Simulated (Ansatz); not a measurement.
## Bands of O

```xyz
2
Lattice="0.0000 2.1075 3.3449 1.4784 0.0000 3.3449 1.4784 2.1075 0.0000" Properties=species:S:1:pos:R:3 pbc="T T T"
O     1.4784    2.1075    0.5827
O     1.4784    2.1075    6.1070
```

Atoms are numbered in the order listed.

The geometry is COD entry 2106877, unchecked; take it as a test cell.

Solid oxygen carries moments on its molecules; these runs leave spin out.

Theory: Ansatz 0.2.0, DFT, PBE, all-electron LAPW, scalar-relativistic.

The runs use a Γ-centred 12×12×12 k mesh, Fermi–Dirac smearing of 0.01 eV, basis error target 0.25 meV/atom, no spin polarisation.

Points in fractions of the reciprocal vectors of this cell: Γ (0, 0, 0), Y (0.5, 0, 0.5), T (1, 0.5, 0.5), Z (0.5, 0.5, 0), Σ0 (0, 0.422, 0.422), U0 (1, 0.578, 0.578). The path joins them by straight lines in the order Γ–Y–T–Z–Γ–Σ0–U0–T–Y; legs that retrace an earlier one aren't tabulated. Energies are in eV from the Fermi level.

(1) List the levels at Z between -5 and 5 eV.

(2) List the levels at Γ between -5 and 5 eV.

(3) List the levels at T between -5 and 5 eV.

(4) What is the band gap?

## Answers

(1) 1.14, 1.23.

(2) 0.59, 1.16.

(3) -2.04, 0.34.

(4) none: bands cross the Fermi level, a metal.
